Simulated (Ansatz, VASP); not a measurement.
# Na in VASP and in Ansatz

File INCAR:

```
PREC = Accurate
ENCUT = 520
EDIFF = 1E-6
ISMEAR = 1
SIGMA = 0.03
LREAL = F
LASPH = T
NELM = 100
ALGO = Normal
ISIF = 2
LWAVE = F
LCHARG = F
GGA = CA
NBANDS = 10
```

KPOINTS

```
regular mesh
0
Gamma
  11 11 11
```

Contents of POSCAR:

```
Na
1.0
   -2.0287155323      2.0287155323      2.0287155323
    2.0287155323     -2.0287155323      2.0287155323
    2.0287155323      2.0287155323     -2.0287155323
Na
1
Direct
    0.0000000000      0.0000000000      0.0000000000
```

Input for Ansatz:

```yaml
crystal:
  lattice:
    - [-2.0287155323, 2.0287155323, 2.0287155323]
    - [2.0287155323, -2.0287155323, 2.0287155323]
    - [2.0287155323, 2.0287155323, -2.0287155323]
  atoms:
    - { symbol: Na, position: [0.0, 0.0, 0.0] }
hamiltonian:
  xc: lda
  pseudopotentials:
    kind: paw
    azcp:
      Na: "pseudopotentials/Na.paw.azcp"
basis:
  ecutwfc: 420
  fft_grid_basis: typed
kpoints:
  mp_grid: { grid: [11, 11, 11], shift: [0, 0, 0] }
magnetization:
  spin_polarized: false
scf:
  occupations: { method: cold, width: 0.03 }
  lower_state_search: "off"
output:
  stress: true
```

Alike in both runs: task single point; functional LDA; k mesh 11 × 11 × 11; no spin polarisation.

```csv
,VASP,Ansatz
version,VASP 6.6.1,Ansatz 0.2.0
potentials or method,"VASP PAW LDA potentials, release 64 (Na_pv)","plane waves (420 eV) with PAW, scalar-relativistic"
plane-wave cutoff (eV),520,420
occupations,"methfessel-paxton of order 1, width 0.03 eV","cold, width 0.03 eV"
valence electrons in the cell,7,9
```

```tsv
	VASP	Ansatz	Ansatz less VASP
pressure (GPa)	-0.1	0.0	+0.03
```

The two sets of potentials don't hold the same shells in valence. Ansatz warned: «pseudo_functional_mismatch».
